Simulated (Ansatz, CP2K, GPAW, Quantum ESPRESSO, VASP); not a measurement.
HfO2: 5 runs at one level of theory

```
Hf O
1.0
     3.55802    0.00000    0.00000
     0.00000    3.55802    0.00000
     0.00000    0.00000    5.17186
Hf O
2 4
Direct
  0.00000 0.00000 0.00000
  0.50000 0.50000 0.50000
  0.00000 0.50000 0.19721
  0.50000 0.00000 0.30279
  0.50000 0.00000 0.80279
  0.00000 0.50000 0.69721
```

Measurements of this composition are mostly on another form, of space group No. 14.

Alike in all runs: task single point; functional PBEsol; k mesh 8 × 8 × 5; occupations fermi-dirac, width 0.05 eV; no spin polarisation; no spin-orbit coupling. Pressure is positive in compression and, in plane waves, holds the error of the finite cutoff.

| program and potentials | plane-wave cutoff (eV) | notes | pressure (GPa) | largest force (eV/Å) |
| --- | --- | --- | --- | --- |
| GPAW, PAW data sets generated for this functional | 800 | 8 valence electrons an atom on average | 2.43 | 0.208 |
| Quantum ESPRESSO, GBRV 1.5 PBEsol | 612 | 8 valence electrons an atom on average | 0.01 | 0.093 |
| CP2K, POTENTIAL_UZH Hf GTH-PBE-q12, O GTH-PBE-q6; TZVP-MOLOPT-PBE-GTH basis | - | atomic basis; potentials made for PBE; 8 valence electrons an atom on average | -2.52 | 0.072 |
| Ansatz, all-electron LAPW, scalar-relativistic | - | - | 1.91 | 0.090 |
| VASP, PBE PAW files Hf_pv, O, 520 eV | 520 | potentials made for PBE; 7.33 valence electrons an atom on average | -1.37 | 0.062 |

Force on atom 4 (O), eV/Å:

```json
{"program and potentials": "GPAW, PAW data sets generated for this functional", "x": "0.000", "y": "0.000", "z": "-0.208"}
{"program and potentials": "Quantum ESPRESSO, GBRV 1.5 PBEsol", "x": "0.000", "y": "0.000", "z": "-0.093"}
{"program and potentials": "CP2K, POTENTIAL_UZH Hf GTH-PBE-q12, O GTH-PBE-q6; TZVP-MOLOPT-PBE-GTH basis", "x": "0.000", "y": "0.000", "z": "-0.072"}
{"program and potentials": "Ansatz, all-electron LAPW, scalar-relativistic", "x": "0.000", "y": "0.000", "z": "-0.090"}
{"program and potentials": "VASP, PBE PAW files Hf_pv, O, 520 eV", "x": "0.000", "y": "0.000", "z": "-0.062"}
```

The pressure spans -2.52 (CP2K, POTENTIAL_UZH Hf GTH-PBE-q12, O GTH-PBE-q6; TZVP-MOLOPT-PBE-GTH basis) to 2.43 GPa (GPAW, PAW data sets generated for this functional), with all-electron results at 1.91. Rows in atomic bases carry the error of their basis and grid, which can be large.

Differences between rows come from potentials, basis sets and numerical settings, since the functional is the same but for its coding. Runs on potential files found faulty are left out.
